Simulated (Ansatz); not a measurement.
**Si: pressure against volume**

Si, Fd-3m, a = 5.470 Å. Ansatz: PBE, PAW, 420 eV, Γ-centred 10×10×10 mesh on 2 atoms, Gaussian smearing 0.02 eV; no spin polarisation. Symmetry fixes shape and atoms, so the cell is only scaled; pressure is positive in compression.

| V (Å³/atom) | P (GPa) |
| --- | --- |
| 19.228 | 6.30 |
| 19.841 | 2.92 |
| 20.455 | 0.03 |
| 21.068 | ? |
| 21.682 | -4.54 |

**Question.** Take V0 = 20.455 Å³/atom, count pressures from its P0 = 0.03 GPa, fit the third-order Birch–Murnaghan form to the other rows, and predict the missing pressure.

**Answer.** With the Eulerian strain f = ½[(V0/V)^(2/3) − 1] and y = (P − P0)/[3f(1 + 2f)^(5/2)], the form is the line y = B0 + 1.5 B0 (B0′ − 4) f. Rows (f, y): 0.02105, 89.6; 0.01026, 89.2; -0.01905, 88.1. Means f = 0.004087, y = 88.967; Σ(Δf)² = 0.0008612, ΣΔfΔy = 0.03224; the slope is their ratio. y = 88.81 + 37.43 f GPa, so B0 = 88.8 GPa and B0′ = 4 + 2 × (37.43)/(3 × 88.81) = 4.28. At V = 21.068, f = -0.00975, y = 88.45 and P = -2.43 GPa. The run gave -2.44 GPa, so the fit is 0.01 GPa too high, a small miss on the scale of the series.

The pressure rises faster on compression than it falls on expansion, so silicon stiffens as its volume shrinks. With the internal positions fixed by symmetry, uniform scaling changes only the lengths of the sp³ bonds, not their angles. Shortening them sharply raises the kinetic energy and Pauli repulsion, while stretching weakens the bonding overlap and with it the restoring force. The bulk modulus of 88.8 GPa is below the measured value, and the lattice constant is slightly too large. Both are familiar signs of PBE underbinding in covalent semiconductors, and the enlarged equilibrium volume itself contributes to the softness.

The close prediction supports a smooth equation of state over this range, but the missing point lies between fitted volumes and so doesn't test extrapolation. The pressure derivative of 4.28 is less secure than the modulus, because it rests on small differences in y that are sensitive to rounding of the pressures. Scaling the diamond cell alone also can't show where β-tin becomes favourable under pressure.
